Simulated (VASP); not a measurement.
# MoS2 in VASP: single point with LDA

Aim: the single point of MoS2 with LDA.

Everything below comes from runs of VASP 6.6.1. Logs are shortened: lines on timing, memory, paths and dates and some standing lists are left out, and cuts for length are marked.

### Step 1. The structure

The cell holds a sheet with vacuum, 9 atoms: a = 3.160 Å, b = 3.160 Å, c = 33.424 Å, α = 90.00°, β = 90.00°, γ = 120.00°.

The cell was built by a generator and needn't be a form met in nature.

### Step 2. Single point, LDA

File INCAR:

```
SYSTEM = MoS2
PREC = Accurate ; ENCUT = 520
EDIFF = 1E-6 ; ISMEAR = -1
SIGMA = 0.05 ; LREAL = .FALSE.
LASPH = .TRUE. ; NELM = 60
ALGO = Normal ; ISIF = 2
LWAVE = .FALSE. ; LCHARG = .FALSE.
GGA = CA ; NBANDS = 49
```

File KPOINTS:

```
Automatic mesh
0
G
  12 12 1
  0 0 0
```

File POSCAR:

```
MoS2
1.0
    3.1600000000      0.0000000000      0.0000000000
   -1.5800000000      2.7366400000      0.0000000000
    0.0000000000      0.0000000000     33.4240000000
S Mo
6 3
Direct
    0.6666670000      0.3333330000      0.2722570000
    0.6666670000      0.3333330000      0.3658010000
    0.3333330000      0.6666670000      0.4532750000
    0.3333330000      0.6666670000      0.5467250000
    0.6666670000      0.3333330000      0.6341990000
    0.6666670000      0.3333330000      0.7277420000
    0.3333330000      0.6666670000      0.3190540000
    0.6666670000      0.3333330000      0.5000000000
    0.3333330000      0.6666670000      0.6809460000
```

Potentials or basis: VASP PAW LDA potentials, release 64 (S, Mo_sv).

The run is started by

```
cat potpaw_LDA.64/S/POTCAR potpaw_LDA.64/Mo_sv/POTCAR > POTCAR
mpirun -np 1 vasp_std > vasp.out
```

OUTCAR:

```text
SYSTEM = MoS2
   PREC = Accurate
   ENCUT = 520
   EDIFF = 1E-6
   ISMEAR = -1
   LREAL = .FALSE.
   LASPH = .TRUE.
   NELM = 60
   ISIF = 2
   GGA = CA

 ion  position               nearest neighbor table
   1  0.667  0.333  0.272-   7 2.40   7 2.40   7 2.40
   2  0.667  0.333  0.366-   7 2.40   7 2.40   7 2.40
   3  0.333  0.667  0.453-   8 2.40   8 2.40   8 2.40
   4  0.333  0.667  0.547-   8 2.40   8 2.40   8 2.40
   5  0.667  0.333  0.634-   9 2.40   9 2.40   9 2.40
   6  0.667  0.333  0.728-   9 2.40   9 2.40   9 2.40
   7  0.333  0.667  0.319-   2 2.40   2 2.40   2 2.40   1 2.40   1 2.40   1 2.40
   8  0.667  0.333  0.500-   3 2.40   4 2.40   3 2.40   4 2.40   3 2.40   4 2.40
   9  0.333  0.667  0.681-   5 2.40   5 2.40   5 2.40   6 2.40   6 2.40   6 2.40

  LATTYP: Found a hexagonal cell.
 ALAT       =     3.1600000000
 C/A-ratio  =    10.5772151899

  Lattice vectors:

 A1 = (   3.1600000000,   0.0000000000,   0.0000000000)
 A2 = (  -1.5800000000,   2.7366400000,   0.0000000000)
 A3 = (   0.0000000000,   0.0000000000,  33.4240000000)

Analysis of symmetry for initial positions (statically):
=====================================================================
 Subroutine PRICEL returns:
 Original cell was already a primitive cell.

 Routine SETGRP: Setting up the symmetry group for a
 hexagonal supercell.

 Subroutine GETGRP returns: Found 12 space group operations
 (whereof 12 operations were pure point group operations)
 out of a pool of 24 trial point group operations.

The static configuration has the point symmetry D_3h.

Analysis of symmetry for dynamics (positions and initial velocities):
=====================================================================
 Subroutine PRICEL returns:
 Original cell was already a primitive cell.

 Routine SETGRP: Setting up the symmetry group for a
 hexagonal supercell.

 Subroutine GETGRP returns: Found 12 space group operations
 (whereof 12 operations were pure point group operations)
 out of a pool of 24 trial point group operations.

The dynamic configuration has the point symmetry D_3h.

 Subroutine INISYM returns: Found 12 space group operations
 (whereof 12 operations are pure point group operations),
 and found     1 'primitive' translations

----------------------------------------------------------------------------------------

                                     Primitive cell

  volume of cell :     289.0435

  direct lattice vectors                    reciprocal lattice vectors
     3.160000000  0.000000000  0.000000000     0.316455696  0.182705800  0.000000000
    -1.580000000  2.736640000  0.000000000     0.000000000  0.365411600  0.000000000
     0.000000000  0.000000000 33.424000000     0.000000000  0.000000000  0.029918621

  length of vectors
     3.160000000  3.159999761 33.424000000     0.365411572  0.365411600  0.029918621

  position of ions in fractional coordinates (direct lattice)
     0.666667000  0.333333000  0.272257000
     0.666667000  0.333333000  0.365801000
     0.333333000  0.666667000  0.453275000
     0.333333000  0.666667000  0.546725000
     0.666667000  0.333333000  0.634199000
     0.666667000  0.333333000  0.727742000
     0.333333000  0.666667000  0.319054000
     0.666667000  0.333333000  0.500000000
     0.333333000  0.666667000  0.680946000

  ion indices of the primitive-cell ions
   primitive index   ion index
                 1           1
                 2           2
                 3           3
                 4           4
                 5           5
                 6           6
                 7           7
                 8           8
                 9           9

----------------------------------------------------------------------------------------

 KPOINTS: Automatic mesh

Automatic generation of k-mesh.
 Grid dimensions read from file:
 generate k-points for:   12   12    1

 Generating k-lattice:

  Cartesian coordinates                     Fractional coordinates (reciprocal lattice)
     0.026371308  0.015225483  0.000000000     0.083333333 -0.000000000  0.000000000
     0.000000000  0.030450967  0.000000000     0.000000000  0.083333333  0.000000000
     0.000000000  0.000000000  0.029918621     0.000000000  0.000000000  1.000000000

  Length of vectors
     0.030450964  0.030450967  0.029918621

  Shift w.r.t. Gamma in fractional coordinates (k-lattice)
     0.000000000  0.000000000  0.000000000

 Subroutine IBZKPT returns following result:
 ===========================================

 Found     19 irreducible k-points:

 Following reciprocal coordinates:
            Coordinates               Weight
  0.000000  0.000000  0.000000      1.000000
  0.083333  0.000000  0.000000      6.000000
  0.166667  0.000000  0.000000      6.000000
  0.250000  0.000000  0.000000      6.000000
  0.333333  0.000000  0.000000      6.000000
  0.416667  0.000000  0.000000      6.000000
[... 11 lines left out ...]
  0.333333  0.250000  0.000000     12.000000
  0.333333  0.333333  0.000000      2.000000
   k-points           NKPTS =     19   k-points in BZ     NKDIM =     19   number of bands    NBANDS=     49
   number of dos      NEDOS =    301   number of ions     NIONS =      9
   total plane-waves  NPLWV = 144000
   dimension x,y,z NGX =    24 NGY =   24 NGZ =  250
   dimension x,y,z NGXF=    48 NGYF=   48 NGZF=  500
   ions per type =               6   3
   NGX,Y,Z   is equivalent  to a cutoff of  12.63, 12.63, 12.43 a.u.
   NGXF,Y,Z  is equivalent  to a cutoff of  25.25, 25.25, 24.87 a.u.
 SYSTEM =  MoS2
   PREC   = accura    normal or accurate (medium, high low for compatibility)
   ISTART =      0    job   : 0-new  1-cont  2-samecut
   ICHARG =      2    charge: 1-file 2-atom 10-const
   ISPIN  =      1    spin polarized calculation?
   LNONCOLLINEAR =      F non collinear calculations
   LSORBIT =      F    spin-orbit coupling
   LASPH  =      T    aspherical Exc in radial PAW
   ENCUT  =  520.0 eV  38.22 Ry    6.18 a.u.   5.88  5.88 62.15*2*pi/ulx,y,z
   NELM   =     60;   NELMIN=  2; NELMDL= -5     # of ELM steps
   EDIFF  = 0.1E-05   stopping-criterion for ELM
   LREAL  =      F    real-space projection
   EDIFFG = 0.1E-04   stopping-criterion for IOM
   NSW    =      0    number of steps for IOM
   IBRION =     -1    ionic relax: 0-MD 1-quasi-New 2-CG
   NFREE  =      0    steps in history (QN), initial steepest desc. (CG)
   ISIF   =      2    stress and relaxation
   ISYM   =      2    0-nonsym 1-usesym 2-fastsym
   POTIM  = 0.5000    time-step for ionic-motion
   TEBEG  =    0.0;   TEEND  =   0.0 temperature during run
   PSTRESS=    0.0 pullay stress
   NELECT =      78.0000    total number of electrons
   NUPDOWN=      -1.0000    fix difference up-down
   EMIN   =  10.00;   EMAX   =-10.00  energy-range for DOS
   EFERMI =   0.00;   METHOD = LEGACY
   ISMEAR =    -1;   SIGMA  =   0.05  broadening in eV -4-tet -1-fermi 0-gaus
   EFERMI_NEDOS =   21; number of points for ismear=-14 and -15
   IALGO  =     38    algorithm
   IMIX   =      4    mixing-type and parameters
     AMIX     =   0.40;   BMIX     =  1.00
     AMIX_MAG =   1.60;   BMIX_MAG =  1.00
  volume/ion in A,a.u.               =      32.12       216.73
  Fermi-wavevector in a.u.,A,eV,Ry     =   1.057918  1.999175 15.227509  1.119190
  Thomas-Fermi vector in A             =   2.193208
   LORBIT       =      0    0 simple, 1 ext, 2 COOP (PROOUT), +10 PAW based schemes
   GGA     = CA    functional components
   LHFCALC =     F    Hartree Fock is set to
   AEXX    =    0.0000 exact exchange contribution
   IVDW    =     0    specifies the selected vdW correction
   LEPSILON=     F    determine dielectric tensor
   LRPA    =     F    only Hartree local field effects (RPA)
 non-spin polarized calculation
  energy-cutoff  :      520.00
  volume of cell :      289.04
 maximum number of plane-waves:      7816
 NGX is ok and might be reduce to    24
   NGX = 11   NGY = 11   NGZ =125

 number of electron      77.9999996 magnetization

 Free energy of the ion-electron system (eV)
  ---------------------------------------------------
  ext. energy  EPLUGINS =         0.00000000
  ---------------------------------------------------
  free energy    TOTEN  =       -73.25941000 eV

  energy without entropy =      -73.25940624  energy(sigma->0) =      -73.25940812

 E-fermi :   2.0602     XC(G=0):  -6.4488

 val. band max:        1.6391241341   @ k =   0.0000   0.0000   0.0000
 cond. band min:       2.5789269455   @ k =   0.1667   0.1667   0.0000
 fundamental gap:      0.9398028114
 Fermi energy:         2.0601858089

 k-point     1 :       0.0000    0.0000    0.0000
  band No.  band energies     occupation
      1     -59.4928      2.00000
      2     -59.4910      2.00000
      3     -59.4894      2.00000
      4     -33.8518      2.00000
      5     -33.8501      2.00000
      6     -33.8487      2.00000
[... 41 lines left out ...]
     48       4.0589      0.00000
     49       4.0851      0.00000

 k-point     2 :       0.0833    0.0000    0.0000
  band No.  band energies     occupation
      1     -59.4899      2.00000
      2     -59.4881      2.00000
      3     -59.4866      2.00000
      4     -33.8462      2.00000
      5     -33.8446      2.00000
      6     -33.8432      2.00000
[... 41 lines left out ...]
     48       3.9748      0.00000
     49       3.9810      0.00000

 k-point     3 :       0.1667    0.0000    0.0000
  band No.  band energies     occupation
      1     -59.4821      2.00000
      2     -59.4804      2.00000
      3     -59.4788      2.00000
      4     -33.8312      2.00000
      5     -33.8296      2.00000
      6     -33.8281      2.00000
[... 821 lines left out ...]
     48       4.5083      0.00000
     49       5.5678      0.00000

 k-point    19 :       0.3333    0.3333    0.0000
  band No.  band energies     occupation
      1     -59.4448      2.00000
      2     -59.4430      2.00000
      3     -59.4415      2.00000
      4     -33.9150      2.00000
      5     -33.9107      2.00000
      6     -33.9091      2.00000
[... 41 lines left out ...]
     48       4.5768      0.00000
     49       5.8664      0.00000

------------------------ aborting loop because EDIFF is reached ----------------------------------------

  FORCE on cell =-STRESS in cart. coord.  units (eV):
  Direction    XX          YY          ZZ          XY          YZ          ZX
  --------------------------------------------------------------------------------------
  -------------------------------------------------------------------------------------
  Total       -4.6708554     -4.6708544     -3.9786198      0.0000000      0.0000000     -0.0000000
  in kB      -25.8907020    -25.8906968    -22.0536179      0.0000000      0.0000000     -0.0000000
  external PRESSURE =     -24.6116722 kB  Pullay stress =       0.0000000 kB

 VOLUME and BASIS-vectors are now :
 -----------------------------------------------------------------------------
  energy-cutoff  :      520.00
  volume of cell :      289.04
      direct lattice vectors                 reciprocal lattice vectors
     3.160000000  0.000000000  0.000000000     0.316455696  0.182705800  0.000000000
    -1.580000000  2.736640000  0.000000000     0.000000000  0.365411600  0.000000000
     0.000000000  0.000000000 33.424000000     0.000000000  0.000000000  0.029918621

 POSITION                                       TOTAL-FORCE (eV/Angst)
 -----------------------------------------------------------------------------------
      1.58000      0.91221      9.09992         0.000000      0.000000      0.465565
      1.58000      0.91221     12.22653        -0.000000      0.000000     -0.386563
     -0.00000      1.82443     15.15026         0.000000     -0.000000      0.372553
     -0.00000      1.82443     18.27374         0.000000     -0.000000     -0.372553
      1.58000      0.91221     21.19747        -0.000000      0.000000      0.386563
      1.58000      0.91221     24.32405         0.000000      0.000000     -0.465565
     -0.00000      1.82443     10.66406         0.000000     -0.000000     -0.073197
      1.58000      0.91221     16.71200         0.000000     -0.000000     -0.000000
     -0.00000      1.82443     22.75994        -0.000000      0.000000      0.073197
 -----------------------------------------------------------------------------------
    total drift:                                0.001271     -0.000737      0.022616

  FREE ENERGIE OF THE ION-ELECTRON SYSTEM (eV)
  ---------------------------------------------------
  free  energy   TOTEN  =       -73.2594100042 eV

  energy  without entropy=      -73.2594062441  energy(sigma->0) =      -73.25940812
```

It took 3.1 min on 1 thread of Intel Xeon 6975P-C (Granite Rapids), shared host; peak memory 0.41 GiB.

What came out:

```
Free energy            : -73.2594 eV
Largest force          : 0.466 eV/Å
Band gap on the k mesh : 0.94 eV, indirect (least direct gap 1.69 eV)
```

Forces in eV/Å, atoms in the order of the input:
```
S    0.000  0.000  0.466
S    0.000  0.000 -0.387
S    0.000  0.000  0.373
S    0.000  0.000 -0.373
S    0.000  0.000  0.387
S    0.000  0.000 -0.466
Mo   0.000  0.000 -0.073
Mo   0.000  0.000  0.000
Mo   0.000  0.000  0.073
```

Levels at points of the mesh, in eV from the valence-band top:
```csv
k point,band 37,band 38,band 39,band 40,band 41,band 42
"(0.00, 0.00, 0.00)",-0.99,-0.33,0.00,2.13,2.13,2.15
"(0.50, 0.00, 0.00)",-1.38,-1.31,-1.27,1.64,1.66,1.68
```
